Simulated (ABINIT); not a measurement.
# BaTiO3 (Pm-3m) in ABINIT: single point with PBE

Aim: the single point of BaTiO3 with PBE.

Everything below comes from runs of ABINIT 10.8.3 (patched build). Logs are shortened: lines on timing, memory, paths and dates and some standing lists are left out, and cuts for length are marked. The log counts tension as positive stress, the text compression.

### Step 1. Starting point

Symmetry: Pm-3m, No. 221, cubic system. The conventional cell has a = 4.006 Å, b = 4.006 Å, c = 4.006 Å, α = 90.00°, β = 90.00°, γ = 90.00°. Ba (site symmetry m-3m) is surrounded by 12 O at 2.83 Å. Ti (site symmetry m-3m) is surrounded by 6 O at 2.00 Å. O (site symmetry 4/mmm) has 2 Ti at 2.00 Å as nearest neighbours.

### Step 2. Single point, PBE

File run.abi:

```
# Pseudopotentials
pp_dirpath "./"
pseudos "Ba.upf, Ti.upf, O.upf"

# Structure
acell 3*1.0 Angstrom
rprim
     4.0060000000     0.0000000000     0.0000000000
     0.0000000000     4.0060000000     0.0000000000
     0.0000000000     0.0000000000     4.0060000000
ntypat 3
znucl 56 22 8
natom 5
typat 1 2 3 3 3
xcart
     2.0030000000     2.0030000000     2.0030000000
     0.0000000000     0.0000000000     0.0000000000
     0.0000000000     0.0000000000     2.0030000000
     0.0000000000     2.0030000000     0.0000000000
     2.0030000000     0.0000000000     0.0000000000 Angstrom

# Plane-wave basis
ecut 42.0

# k points
kptopt 1
ngkpt 5 5 5
nshiftk 1
shiftk 0.0 0.0 0.0

# Exchange and correlation
ixc 11

# Bands and occupations
nband 24
occopt 3
tsmear 0.05 eV

# SCF cycle
nstep 100
tolvrs 1.0e-10

# Output
iomode 3
prtwf 0
prteig 0
prtebands 0
enunit 1
prtden 1
prtvha 1
prtvclmb 1
prtpot 1
prtelf 1
```

Potentials or basis: PseudoDojo NC SR PBE v0.4.1 standard.

On the command line:

```sh
abinit run.abi > log 2>&1
```

run.abo:

```text
.Version 10.8.3 of ABINIT
 Symmetries : space group Pm -3 m (#221); Bravais cP (primitive cubic)
================================================================================
 Values of the parameters that define the memory need of the present run
     intxc =       0    ionmov =       0      iscf =       7    lmnmax =       6
     lnmax =       6     mgfft =      48  mpssoang =       3    mqgrid =    3001
     natom =       5  nloc_mem =       1    nspden =       1   nspinor =       1
    nsppol =       1      nsym =      48    n1xccc =    2501    ntypat =       3
    occopt =       3   xclevel =       2
       mpw =        5682          nfft =      110592          nkpt =          10
================================================================================
================================================================================

--------------------------------------------------------------------------------
------------- Echo of variables that govern the present computation ------------
--------------------------------------------------------------------------------
 -outvars: echo values of preprocessed input variables --------
            acell      1.8897261259E+00  1.8897261259E+00  1.8897261259E+00 Bohr
              amu      1.37327000E+02  4.78800000E+01  1.59994000E+01
             ecut      4.20000000E+01 Hartree
           enunit           1
              ixc          11
         kptrlatt        5    0    0      0    5    0      0    0    5
          kptrlen      3.78512143E+01
            natom           5
            nband          24
            ngfft          48      48      48
             nkpt          10
            nstep         100
             nsym          48
           ntypat           3
           occopt           3
        prtebands           0
           prteig           0
           prtelf           1
           prtpot           1
         prtvclmb           1
           prtvha           1
            prtwf           0
            rprim      4.0060000000E+00  0.0000000000E+00  0.0000000000E+00
                       0.0000000000E+00  4.0060000000E+00  0.0000000000E+00
                       0.0000000000E+00  0.0000000000E+00  4.0060000000E+00
          spgroup         221
           tolvrs      1.00000000E-10
           tsmear      1.83746611E-03 Hartree
            typat      1  2  3  3  3
           xangst      2.0030000000E+00  2.0030000000E+00  2.0030000000E+00
                       0.0000000000E+00  0.0000000000E+00  0.0000000000E+00
                       0.0000000000E+00  0.0000000000E+00  2.0030000000E+00
                       0.0000000000E+00  2.0030000000E+00  0.0000000000E+00
                       2.0030000000E+00  0.0000000000E+00  0.0000000000E+00
            xcart      3.7851214302E+00  3.7851214302E+00  3.7851214302E+00
                       0.0000000000E+00  0.0000000000E+00  0.0000000000E+00
[... 165 lines left out ...]
    3      0.00000000000000     0.00000000000000     2.00300000000000
    4      0.00000000000000     2.00300000000000     0.00000000000000
    5      2.00300000000000     0.00000000000000     0.00000000000000

 cartesian forces (hartree/bohr) at end:
    1     -0.00000000000000    -0.00000000000000    -0.00000000000000
    2     -0.00000000000000    -0.00000000000000    -0.00000000000000
    3     -0.00000000000000    -0.00000000000000    -0.00000000000000
    4     -0.00000000000000    -0.00000000000000    -0.00000000000000
    5     -0.00000000000000    -0.00000000000000    -0.00000000000000
 frms,max,avg= 0.0000000E+00 0.0000000E+00   0.000E+00  0.000E+00  0.000E+00 h/b

 cartesian forces (eV/Angstrom) at end:
    1     -0.00000000000000    -0.00000000000000    -0.00000000000000
    2     -0.00000000000000    -0.00000000000000    -0.00000000000000
    3     -0.00000000000000    -0.00000000000000    -0.00000000000000
    4     -0.00000000000000    -0.00000000000000    -0.00000000000000
    5     -0.00000000000000    -0.00000000000000    -0.00000000000000
 frms,max,avg= 0.0000000E+00 0.0000000E+00   0.000E+00  0.000E+00  0.000E+00 e/A
 length scales=  1.889726125908  1.889726125908  1.889726125908 bohr
              =  1.000000000000  1.000000000000  1.000000000000 angstroms
 Fermi (or HOMO) energy (eV) =   7.46957   Average Vxc (eV)= -11.43776
 Eigenvalues (   eV  ) for nkpt=  10  k points:
 kpt#   1, nband= 24, wtk=  0.00800, kpt=  0.0000  0.0000  0.0000 (reduced coord)
 -49.99832  -26.22837  -26.22837  -26.22837  -18.16926  -10.21465   -9.53833   -9.53833
  -3.33492   -3.33492   -3.33492    4.30746    4.30746    4.30746    5.50768    5.50768
   5.50768    6.45972    6.45972    6.45972    8.39026    8.39026    8.39026   10.56089
 prteigrs : prtvol=0 or 1, do not print more k-points.

--- !EnergyTerms
iteration_state     : {dtset: 1, }
comment             : Components of total free energy in Hartree
kinetic             :  6.26821267230465E+01
hartree             :  2.97628521664253E+01
xc                  : -2.80447324184454E+01
Ewald energy        : -1.03574517516034E+02
psp_core            :  5.53377599708534E+00
local_psp           : -1.00457697578287E+02
non_local_psp       : -3.28736423984715E+00
internal            : -1.37385556866056E+02
'-kT*entropy'       : -6.92821239866303E-11
total_energy        : -1.37385556866125E+02
total_energy_eV     : -3.73845145250332E+03
band_energy         : -1.06537964234478E+01
...

 Cartesian components of stress tensor (hartree/bohr^3)
  sigma(1 1)= -6.49299074E-05  sigma(3 2)=  0.00000000E+00
  sigma(2 2)= -6.49299074E-05  sigma(3 1)=  0.00000000E+00
  sigma(3 3)= -6.49299074E-05  sigma(2 1)=  0.00000000E+00

-Cartesian components of stress tensor (GPa)         [Pressure=  1.9103E+00 GPa]
- sigma(1 1)= -1.91030383E+00  sigma(3 2)=  0.00000000E+00
- sigma(2 2)= -1.91030383E+00  sigma(3 1)=  0.00000000E+00
- sigma(3 3)= -1.91030383E+00  sigma(2 1)=  0.00000000E+00

== END DATASET(S) ==============================================================
================================================================================

 -outvars: echo values of variables after computation  --------
            acell      1.8897261259E+00  1.8897261259E+00  1.8897261259E+00 Bohr
           etotal     -1.3738555687E+02
            fcart     -0.0000000000E+00 -0.0000000000E+00 -0.0000000000E+00
                      -0.0000000000E+00 -0.0000000000E+00 -0.0000000000E+00
                      -0.0000000000E+00 -0.0000000000E+00 -0.0000000000E+00
                      -0.0000000000E+00 -0.0000000000E+00 -0.0000000000E+00
                      -0.0000000000E+00 -0.0000000000E+00 -0.0000000000E+00
            rprim      4.0060000000E+00  0.0000000000E+00  0.0000000000E+00
                       0.0000000000E+00  4.0060000000E+00  0.0000000000E+00
                       0.0000000000E+00  0.0000000000E+00  4.0060000000E+00
           strten     -6.4929907371E-05 -6.4929907371E-05 -6.4929907371E-05
                       0.0000000000E+00  0.0000000000E+00  0.0000000000E+00
           xangst      2.0030000000E+00  2.0030000000E+00  2.0030000000E+00
                       0.0000000000E+00  0.0000000000E+00  0.0000000000E+00
                       0.0000000000E+00  0.0000000000E+00  2.0030000000E+00
                       0.0000000000E+00  2.0030000000E+00  0.0000000000E+00
                       2.0030000000E+00  0.0000000000E+00  0.0000000000E+00
             xred      5.0000000000E-01  5.0000000000E-01  5.0000000000E-01
                       0.0000000000E+00  0.0000000000E+00  0.0000000000E+00
                       0.0000000000E+00  0.0000000000E+00  5.0000000000E-01
                       0.0000000000E+00  5.0000000000E-01  0.0000000000E+00
                       5.0000000000E-01  0.0000000000E+00  0.0000000000E+00
 Calculation completed.
```

Wall time 72 s (1 thread of Arm Neoverse V2, shared host); peak memory 0.1 GiB.

Results:

```yaml
Free_energy: -3738.4515 eV
Pressure: 1.9 GPa
Band_gap_on_the_k_mesh: 1.91 eV, indirect (least direct gap 1.93 eV)
Valence_electrons_inside_the_program's_atomic_spheres: Ba 5.23; Ti 9.35; O 6.19
```

Levels at points of the mesh, in eV from the valence-band top:
```
           k point  band 16  band 17  band 18  band 19  band 20  band 21  band 22  band 23  band 24
(0.00, 0.00, 0.00)    -0.98    -0.98    -0.02    -0.02    -0.02     1.91     1.91     1.91     4.08
```

Caveat: this set's barium file shifts pressures by 1 GPa against other sets; this release of the barium file is off; spin-orbit coupling is left out, which moves the levels of the heavy elements; an odd mesh through Γ misses points on the zone boundary, where band edges often lie.
